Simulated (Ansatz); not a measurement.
Tl: levels with and without spin–orbit coupling

```
CELL_PARAMETERS angstrom
-1.94100 1.94100 1.94100
1.94100 -1.94100 1.94100
1.94100 1.94100 -1.94100
ATOMIC_POSITIONS crystal
Tl 0.00000 0.00000 0.00000
```

The cell is COD entry 9008555, as deposited and not checked against the literature; nothing was relaxed.

Levels of theory: DFT, PBE, all-electron LAPW, scalar-relativistic (Ansatz 0.2.0); DFT, PBE, all-electron LAPW, Dirac equation with spin-orbit coupling (Ansatz 0.2.0).

Settings: a Γ-centred 13×13×13 k mesh, Fermi–Dirac smearing of 0.05 eV, basis error target 0.25 meV/atom, no spin polarisation.

Levels between -4 and 3 eV, each run counted from its own valence-band top where it has a gap, else its Fermi level. Scalar levels are listed once for both spins; with the coupling every spinor state is counted. Levels near the edges of the range can cross them.

Q: At H (0.500, -0.500, 0.500) the scalar-relativistic levels are -1.67, 1.46 (×3). What are they with spin–orbit coupling?

A: -1.46 (×2), 0.40 (×2), 2.13 (×4).
